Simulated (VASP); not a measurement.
# Si2Mo (I4/mmm) in VASP: a series of runs

The runs below take Si2Mo through relaxation of cell and atoms, vibrations by finite differences, with PBE.

All numbers are computed with VASP 6.6.1; they aren't measurements. Logs are shortened: lines on timing, memory, paths and dates and some standing lists are left out, and cuts for length are marked.

## (1) The crystal as given

Symmetry: I4/mmm, No. 139, tetragonal system. The conventional cell has a = 3.200 Å, b = 3.200 Å, c = 7.861 Å, α = 90.00°, β = 90.00°, γ = 90.00°. Si (site symmetry 4mm) is surrounded by 5 Si at 2.61 to 2.63 Å and 5 Mo at 2.62 Å. Mo (site symmetry 4/mmm) has 10 Si at 2.62 Å as nearest neighbours.

## (2) Relaxation of cell and atoms, PBE

Contents of INCAR:

```
ALGO = Fast ; EDIFF = 1E-7
EDIFFG = -0.15 ; ENCUT = 520
GGA = PE ; IBRION = 2
ISIF = 3 ; ISMEAR = 0
KPAR = 4 ; LASPH = T
LCHARG = F ; LREAL = F
LWAVE = F ; NELM = 60
NSW = 80 ; PREC = Accurate
SIGMA = 0.1
```

Contents of KPOINTS:

```
k-points
0
Gamma
  18 18 18
```

Contents of POSCAR:

```
Si2Mo
1.0
   -1.6000000000      1.6000000000      3.9305000000
    1.6000000000     -1.6000000000      3.9305000000
    1.6000000000      1.6000000000     -3.9305000000
Si Mo
2 1
Direct
    0.3330000000      0.3330000000      0.0000000000
    0.6670000000      0.6670000000      0.0000000000
    0.0000000000      0.0000000000      0.0000000000
```

Potentials or basis: VASP PAW PBE potentials, release 64 (Si, Mo_sv).

The run is started by

```console
cat potpaw_PBE.64/Si/POTCAR potpaw_PBE.64/Mo_sv/POTCAR > POTCAR
mpirun -np 4 vasp_std > vasp.out
```

OUTCAR:

```text
EDIFF = 1E-7
   EDIFFG = -0.15
   ENCUT = 520
   GGA = PE
   IBRION = 2
   ISIF = 3
   ISMEAR = 0
   LASPH = T
   LREAL = F
   NELM = 60
   NSW = 80
   PREC = Accurate

 ion  position               nearest neighbor table
   1  0.333  0.333  0.000-   2 2.61   2 2.61   2 2.61   2 2.61   3 2.62   3 2.62   3 2.62   3 2.62
                             3 2.62   2 2.63
   2  0.667  0.667  0.000-   1 2.61   1 2.61   1 2.61   1 2.61   3 2.62   3 2.62   3 2.62   3 2.62
                             3 2.62   1 2.63
   3  0.000  0.000  0.000-   2 2.62   1 2.62   2 2.62   1 2.62   2 2.62   1 2.62   1 2.62   2 2.62
                             1 2.62   2 2.62

  LATTYP: Found a body centered tetragonal cell.
 ALAT       =     3.2000000000
 C/A-ratio  =     2.4565625000

  Lattice vectors:

 A1 = (  -1.6000000000,   1.6000000000,   3.9305000000)
 A2 = (   1.6000000000,  -1.6000000000,   3.9305000000)
 A3 = (   1.6000000000,   1.6000000000,  -3.9305000000)

Analysis of symmetry for initial positions (statically):
=====================================================================
 Subroutine PRICEL returns:
 Original cell was already a primitive cell.

 Routine SETGRP: Setting up the symmetry group for a
 body centered tetragonal supercell.

 Subroutine GETGRP returns: Found 16 space group operations
 (whereof 16 operations were pure point group operations)
 out of a pool of 16 trial point group operations.

The static configuration has the point symmetry D_4h.

Analysis of symmetry for dynamics (positions and initial velocities):
=====================================================================
 Subroutine PRICEL returns:
 Original cell was already a primitive cell.

 Routine SETGRP: Setting up the symmetry group for a
 body centered tetragonal supercell.

 Subroutine GETGRP returns: Found 16 space group operations
 (whereof 16 operations were pure point group operations)
 out of a pool of 16 trial point group operations.

The dynamic configuration has the point symmetry D_4h.

 Subroutine INISYM returns: Found 16 space group operations
 (whereof 16 operations are pure point group operations),
 and found     1 'primitive' translations

----------------------------------------------------------------------------------------

                                     Primitive cell

  volume of cell :      40.2483

  direct lattice vectors                    reciprocal lattice vectors
    -1.600000000  1.600000000  3.930500000     0.000000000  0.312500000  0.127210279
     1.600000000 -1.600000000  3.930500000     0.312500000  0.000000000  0.127210279
     1.600000000  1.600000000 -3.930500000     0.312500000  0.312500000  0.000000000

  length of vectors
     4.535287229  4.535287229  4.535287229     0.337399918  0.337399918  0.441941738

  position of ions in fractional coordinates (direct lattice)
     0.333000000  0.333000000  0.000000000
     0.667000000  0.667000000  0.000000000
     0.000000000  0.000000000  0.000000000

  ion indices of the primitive-cell ions
   primitive index   ion index
                 1           1
                 2           2
                 3           3

----------------------------------------------------------------------------------------

 KPOINTS: k-points

Automatic generation of k-mesh.
 Grid dimensions read from file:
 generate k-points for:   18   18   18

 Generating k-lattice:

  Cartesian coordinates                     Fractional coordinates (reciprocal lattice)
     0.000000000  0.017361111  0.007067238     0.055555556  0.000000000  0.000000000
     0.017361111  0.000000000  0.007067238     0.000000000  0.055555556  0.000000000
     0.017361111  0.017361111  0.000000000     0.000000000  0.000000000  0.055555556

  Length of vectors
     0.018744440  0.018744440  0.024552319

  Shift w.r.t. Gamma in fractional coordinates (k-lattice)
     0.000000000  0.000000000  0.000000000

 Subroutine IBZKPT returns following result:
 ===========================================

 Found    480 irreducible k-points:

 Following reciprocal coordinates:
            Coordinates               Weight
  0.000000  0.000000  0.000000      1.000000
  0.055556  0.000000 -0.000000      8.000000
  0.111111  0.000000 -0.000000      8.000000
  0.166667  0.000000 -0.000000      8.000000
  0.222222  0.000000 -0.000000      8.000000
  0.277778  0.000000 -0.000000      8.000000
[... 16 lines left out ...]
 -0.277778  0.055556  0.000000     16.000000
 -0.222222  0.055556  0.000000     16.000000
 [... further k-points ...]
   k-points           NKPTS =    480   k-points in BZ     NKDIM =    480   number of bands    NBANDS=     15
   number of dos      NEDOS =    301   number of ions     NIONS =      3
   total plane-waves  NPLWV =  46656
   dimension x,y,z NGX =    36 NGY =   36 NGZ =   36
   dimension x,y,z NGXF=    72 NGYF=   72 NGZF=   72
   ions per type =               2   1
   NGX,Y,Z   is equivalent  to a cutoff of  13.20, 13.20, 13.20 a.u.
   NGXF,Y,Z  is equivalent  to a cutoff of  26.39, 26.39, 26.39 a.u.
 SYSTEM =  unknown system
   PREC   = accura    normal or accurate (medium, high low for compatibility)
   ISTART =      0    job   : 0-new  1-cont  2-samecut
   ICHARG =      2    charge: 1-file 2-atom 10-const
   ISPIN  =      1    spin polarized calculation?
   LNONCOLLINEAR =      F non collinear calculations
   LSORBIT =      F    spin-orbit coupling
   LASPH  =      T    aspherical Exc in radial PAW
   ENCUT  =  520.0 eV  38.22 Ry    6.18 a.u.   8.43  8.43  8.43*2*pi/ulx,y,z
   NELM   =     60;   NELMIN=  2; NELMDL= -5     # of ELM steps
   EDIFF  = 0.1E-06   stopping-criterion for ELM
   LREAL  =      F    real-space projection
   EDIFFG = -.1E+00   stopping-criterion for IOM
   NSW    =     80    number of steps for IOM
   IBRION =      2    ionic relax: 0-MD 1-quasi-New 2-CG
   NFREE  =      1    steps in history (QN), initial steepest desc. (CG)
   ISIF   =      3    stress and relaxation
   ISYM   =      2    0-nonsym 1-usesym 2-fastsym
   POTIM  = 0.5000    time-step for ionic-motion
   TEBEG  =    0.0;   TEEND  =   0.0 temperature during run
   PSTRESS=    0.0 pullay stress
   NELECT =      22.0000    total number of electrons
   NUPDOWN=      -1.0000    fix difference up-down
   EMIN   =  10.00;   EMAX   =-10.00  energy-range for DOS
   EFERMI =   0.00;   METHOD = LEGACY
   ISMEAR =     0;   SIGMA  =   0.10  broadening in eV -4-tet -1-fermi 0-gaus
   EFERMI_NEDOS =   21; number of points for ismear=-14 and -15
   IALGO  =     68    algorithm
   IMIX   =      4    mixing-type and parameters
     AMIX     =   0.40;   BMIX     =  1.00
     AMIX_MAG =   1.60;   BMIX_MAG =  1.00
  volume/ion in A,a.u.               =      13.42        90.54
  Fermi-wavevector in a.u.,A,eV,Ry     =   1.338546  2.529484 24.377614  1.791704
  Thomas-Fermi vector in A             =   2.467007
   LORBIT       =      0    0 simple, 1 ext, 2 COOP (PROOUT), +10 PAW based schemes
   GGA     = PE    functional components
   LHFCALC =     F    Hartree Fock is set to
   AEXX    =    0.0000 exact exchange contribution
   IVDW    =     0    specifies the selected vdW correction
   LEPSILON=     F    determine dielectric tensor
   LRPA    =     F    only Hartree local field effects (RPA)
 conjugate gradient relaxation of ions
 non-spin polarized calculation
 RMM-DIIS sequential band-by-band and
 Gauss-broadening in eV      SIGMA  =   0.10
  energy-cutoff  :      520.00
  volume of cell :       40.25
 maximum number of plane-waves:      1112
 NGX is ok and might be reduce to    36
   NGX = 17   NGY = 17   NGZ = 17

--------------------------------------- Ionic step        1  -------------------------------------------

 number of electron      22.0000000 magnetization

 Free energy of the ion-electron system (eV)
  ---------------------------------------------------
  ext. energy  EPLUGINS =         0.00000000
  ---------------------------------------------------
  free energy    TOTEN  =       -23.25339173 eV

  energy without entropy =      -23.25229908  energy(sigma->0) =      -23.25284541

------------------------ aborting loop because EDIFF is reached ----------------------------------------

  FORCE on cell =-STRESS in cart. coord.  units (eV):
  Direction    XX          YY          ZZ          XY          YZ          ZX
  --------------------------------------------------------------------------------------
  -------------------------------------------------------------------------------------
  Total        0.7060818      0.7060818      0.3948398      0.0000000     -0.0000000      0.0000000
  in kB       28.1072181     28.1072181     15.7175109      0.0000000     -0.0000000      0.0000000
  external PRESSURE =      23.9773157 kB  Pullay stress =       0.0000000 kB
[... 96 lines left out ...]
  energy  without entropy=      -23.2591162012  energy(sigma->0) =      -23.25967950

--------------------------------------- Ionic step        4  -------------------------------------------

 number of electron      22.0000000 magnetization

 Free energy of the ion-electron system (eV)
  ---------------------------------------------------
  ext. energy  EPLUGINS =         0.00000000
  ---------------------------------------------------
  free energy    TOTEN  =       -23.26201607 eV

  energy without entropy =      -23.26085941  energy(sigma->0) =      -23.26143774

 E-fermi :  12.0600     XC(G=0): -12.3674

 val. band max:       12.0512642095   @ k =   0.0556   0.0556  -0.0000
 cond. band min:      12.0619155412   @ k =  -0.1111  -0.1111   0.0556
 fundamental gap:      0.0106513318
 Fermi energy:        12.0599884738

 k-point     1 :       0.0000    0.0000    0.0000
  band No.  band energies     occupation
      1     -48.6695      2.00000
      2     -22.8087      2.00000
      3     -22.7458      2.00000
      4     -22.7458      2.00000
      5      -1.2501      2.00000
      6       5.7629      2.00000
      7       8.6699      2.00000
      8       9.0801      2.00000
      9       9.4761      2.00000
     10       9.4761      2.00000
     11      12.4126      0.00000
     12      15.1284      0.00000
     13      15.3143      0.00000
     14      15.5180      0.00000
     15      15.5180      0.00000
[... 397 lines left out ...]
 k-point    24 :      -0.2222    0.0556    0.0000
  band No.  band energies     occupation
      1     -48.6620      2.00000
      2     -22.8455      2.00000
      3     -22.7996      2.00000
      4     -22.7435      2.00000
      5      -0.3949      2.00000
      6       5.7907      2.00000
      7       7.0877      2.00000
      8       8.8915      2.00000
      9       9.4988      2.00000
     10      10.2767      2.00000
     11      10.7731      2.00000
     12      13.8420      0.00000
     13      14.2026      0.00000
     14      16.1228      0.00000
     15      16.3836      0.00000

 [... further k-points ...]
[... 5 lines left out ...]
  --------------------------------------------------------------------------------------
  -------------------------------------------------------------------------------------
  Total       -0.0270413     -0.0270413      0.1620022      0.0000000     -0.0000000     -0.0000000
  in kB       -1.0632480     -1.0632480      6.3698199      0.0000000     -0.0000000     -0.0000000
  external PRESSURE =       1.4144413 kB  Pullay stress =       0.0000000 kB
[... 18 lines left out ...]
  FREE ENERGIE OF THE ION-ELECTRON SYSTEM (eV)
  ---------------------------------------------------
  free  energy   TOTEN  =       -23.2620160707 eV

  energy  without entropy=      -23.2608594082  energy(sigma->0) =      -23.26143774

 reached required accuracy - stopping structural energy minimisation
```

Wall time 2.9 min (4 MPI ranks of Intel Xeon 6975P-C (Granite Rapids), shared host); peak memory 0.45 GiB.

What came out:

```yaml
Free_energy: -23.2620 eV
Relaxed_volume: 13.58 Å³/atom
Relaxed_cell: a = 4.543 Å, b = 4.543 Å, c = 4.543 Å, α = 138.50°, β = 138.50°, γ = 60.14°
Space_group_after_relaxing_to_0.05_Å: I4/mmm (No. 139)
Energy_gained_by_relaxing: 2.9 meV/atom
Ionic_steps: 4
Pressure_after_relaxing: 0.1 GPa
Largest_force_after_relaxing: 0.016 eV/Å
Band_gap_on_the_k_mesh: none (metal or under the smearing width)
```

Forces in eV/Å, atoms in the order of the input:
```
Si   0.000  0.000 -0.016
Si   0.000  0.000  0.016
Mo   0.000  0.000  0.000
```

Stress tensor (GPa, compression positive):
```
-0.11  0.00  0.00
 0.00 -0.11  0.00
 0.00  0.00  0.64
```

The path:
```tsv
step	energy change (eV)	largest force (eV/Å)	pressure (GPa)	volume (Å³)
1	0.0000	0.2795	2.40	40.25
2	-0.0017	0.0872	-3.25	41.43
3	-0.0069	0.1739	-0.71	40.87
4	-0.0086	0.0155	0.14	40.75
```

Final structure:
```
Si Mo
1.0
    -1.60968    1.60968    3.93156
     1.60968   -1.60968    3.93156
     1.60968    1.60968   -3.93156
Si Mo
2 1
Direct
  0.33517 0.33517 0.00000
  0.66483 0.66483 0.00000
  0.00000 0.00000 0.00000
```

Levels at points of the mesh, in eV from the Fermi level:
| k point | band 7 | band 8 | band 9 | band 10 | band 11 | band 12 | band 13 | band 14 | band 15 |
| --- | --- | --- | --- | --- | --- | --- | --- | --- | --- |
| (0.00, 0.00, 0.00) | -3.39 | -2.98 | -2.58 | -2.58 | 0.35 | 3.07 | 3.25 | 3.46 | 3.46 |
| (0.50, 0.00, 0.00) | -4.88 | -4.44 | -2.55 | -2.51 | -0.49 | 2.21 | 3.07 | 3.98 | 4.19 |
| (0.50, 0.50, 0.00) | -5.58 | -5.20 | -4.38 | -2.98 | -1.21 | 2.26 | 2.68 | 3.13 | 3.34 |
| (0.50, 0.50, 0.50) | -3.45 | -2.14 | -0.56 | -0.56 | -0.49 | -0.49 | 0.49 | 4.73 | 5.00 |

Caveat: the relaxation stopped at a loose force limit of 0.15 eV/Å, so its end isn't a converged minimum. PBE usually gives volumes a little too large and moduli too small.

## (3) Relaxation of cell and atoms, PBE

This run uses another cell than the first one, of 13.58 Å³/atom, 1.012 times its volume.

INCAR is that of step 2.

KPOINTS is that of step 2.

Contents of POSCAR:

```
Si2Mo                                   
1.0
   -1.6096808590      1.6096808590      3.9315581669
    1.6096808590     -1.6096808590      3.9315581669
    1.6096808590      1.6096808590     -3.9315581669
  Si              Mo            
     2     1
Direct
     0.3351663198314148    0.3351663198314148    0.0000000000000000
     0.6648336801685851    0.6648336801685851    1.0000000000000000
     0.0000000000000000    0.0000000000000000    0.0000000000000000
```

Potentials or basis: VASP PAW PBE potentials, release 64 (Si, Mo_sv).

The run is started by

```console
cat potpaw_PBE.64/Si/POTCAR potpaw_PBE.64/Mo_sv/POTCAR > POTCAR
mpirun -np 4 vasp_std > vasp.out
```

It took 58 s on 4 MPI ranks of Intel Xeon 6975P-C (Granite Rapids), shared host; peak memory 0.43 GiB.

It converged, with:

* Free energy: -23.2621 eV
* Pressure after relaxing: 0.1 GPa
* Largest force after relaxing: 0.015 eV/Å
* Band gap on the k mesh: none (metal or under the smearing width)

Forces on the atoms (eV/Å):
```
Si   0.000  0.000 -0.015
Si   0.000  0.000  0.015
Mo   0.000  0.000  0.000
```

Stress tensor (GPa, compression positive):
```
-0.10  0.00  0.00
 0.00 -0.10  0.00
 0.00  0.00  0.65
```

Final structure:
```
CELL_PARAMETERS angstrom
-1.60968 1.60968 3.93156
1.60968 -1.60968 3.93156
1.60968 1.60968 -3.93156
ATOMIC_POSITIONS crystal
Si 0.33517 0.33517 0.00000
Si 0.66483 0.66483 0.00000
Mo 0.00000 0.00000 0.00000
```

Levels at points of the mesh, in eV from the Fermi level:
| k point | band 8 | band 9 | band 10 | band 11 | band 12 | band 13 | band 14 | band 15 |
| --- | --- | --- | --- | --- | --- | --- | --- | --- |
| (0.00, 0.00, 0.00) | -2.98 | -2.58 | -2.58 | 0.35 | 3.07 | 3.25 | 3.46 | 3.46 |
| (0.50, 0.00, 0.00) | -4.44 | -2.55 | -2.51 | -0.49 | 2.21 | 3.07 | 3.98 | 4.19 |
| (0.50, 0.50, 0.00) | -5.20 | -4.38 | -2.98 | -1.21 | 2.26 | 2.68 | 3.13 | 3.34 |
| (0.50, 0.50, 0.50) | -2.14 | -0.56 | -0.56 | -0.49 | -0.49 | 0.49 | 4.73 | 5.00 |

Caveat: the relaxation stopped at its first step, so nothing moved; the relaxation stopped at a loose force limit of 0.15 eV/Å, so its end isn't a converged minimum.

[end of part 1 of 2]
